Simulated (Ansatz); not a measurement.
# HgTe: moving Hg off its site

HgTe, F-43m, a = 6.447 Å (as given, not relaxed at this level: 2.7 GPa). Ansatz: r2SCAN, PAW, 500 eV, Γ-centred 14×14×14 mesh on 2 atoms, Gaussian smearing 0.15 eV; no spin polarisation.

```yaml
crystal:
  lattice:
    - [0.00000, 3.22350, 3.22350]
    - [3.22350, 0.00000, 3.22350]
    - [3.22350, 3.22350, 0.00000]
  atoms:
    - { symbol: Hg, position: [0.00000, 0.00000, 0.00000] }
    - { symbol: Te, position: [0.75000, 0.75000, 0.75000] }
```

Atom 1 (Hg) moves by x along the unit vector (-0.577, -0.577, -0.577), with its periodic images; all else is held. y is the free energy of the cell over the start, F the force along the path summed over the moved atoms.

```
 x (Å) y (meV) F (eV/Å)
-0.100        ?         ?
-0.075     9.61      0.24
-0.050     4.44      0.17
 0.000     0.00      0.00
 0.025     1.25     -0.10
 0.075    12.22     -0.35
 0.100    22.67     -0.49
```

Fit y = c2 x² + c3 x³ + c4 x⁴ to the energies of the other rows, give the force constant, and predict energy and force of the missing row.

Least squares on the rows shown. y = 1919.3 x² + 3094.2 x³ + 3821.3 x⁴. The force constant is 2 c2 = 3.84 eV/Å², for the cell as given, at 2.7 GPa (for all images moving together, not for a lone atom). With two atoms in a cubic cell this is the optical mode at Γ (in a metal it hangs on mesh and smearing): ω = 521.5 √(2 c2/μ) = 116 cm⁻¹ for μ = 77.99 u. The force −dy/dx at the missing row is 0.31 eV/Å (computed 0.30). At x = -0.100 the fit asked for gives 16.48 meV. The run gave 16.44 meV, so the fit is 0.04 meV too high, a small miss on the scale of the series.

Spin–orbit coupling is left out, which can shift energies with elements as heavy as these.

The bands only touch here, so at this level the crystal is a zero-gap semiconductor or semimetal, not an ordinary metal; spin–orbit coupling, left out, moves these levels but leaves zinc-blende mercury chalcogenides without a gap.